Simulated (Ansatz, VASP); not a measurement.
# One calculation of Au, two programs

```
CELL_PARAMETERS angstrom
1.38250 -2.50376 0.00000
1.38250 2.50376 0.00000
0.00000 0.00000 4.79328
ATOMIC_POSITIONS crystal
Au 0.33467 0.66533 0.25000
Au 0.66533 0.33467 0.75000
```

Change from the starting cell: volume scaled by 0.94.

Alike in both runs: task single point; functional LDA; k mesh 11 × 11 × 6; occupations fermi-dirac, width 0.05 eV; no spin polarisation.

|  | VASP | Ansatz |
| --- | --- | --- |
| version | VASP 6.6.1 | Ansatz 0.2.0 |
| potentials or method | VASP PAW LDA potentials, release 64 (Au), cutoff 520 eV | all-electron LAPW, scalar-relativistic |

Ansatz gave:

| Item | Value |
| --- | --- |
| gap on the k mesh at the Fermi level (eV) | none |
| pressure (GPa) | 0.4 |
| largest component of the traceless stress (GPa) | 3.57 |
| rms of the force components (eV/Å) | 0.021 |

Problem. Which values does VASP return?

Solution. gap on the k mesh at the Fermi level (eV): none; pressure (GPa): 0.9; largest component of the traceless stress (GPa): 3.68; rms of the force components (eV/Å): 0.021.

Atom by atom the forces differ by 0.001 eV/Å (rms over components). A gap of «none» marks a metal or a gap that the smearing closes. Ansatz ran all-electron here, so the differences hold the error of VASP's frozen core and of both bases.

Spin-orbit coupling is left out, which matters for the levels of Au.
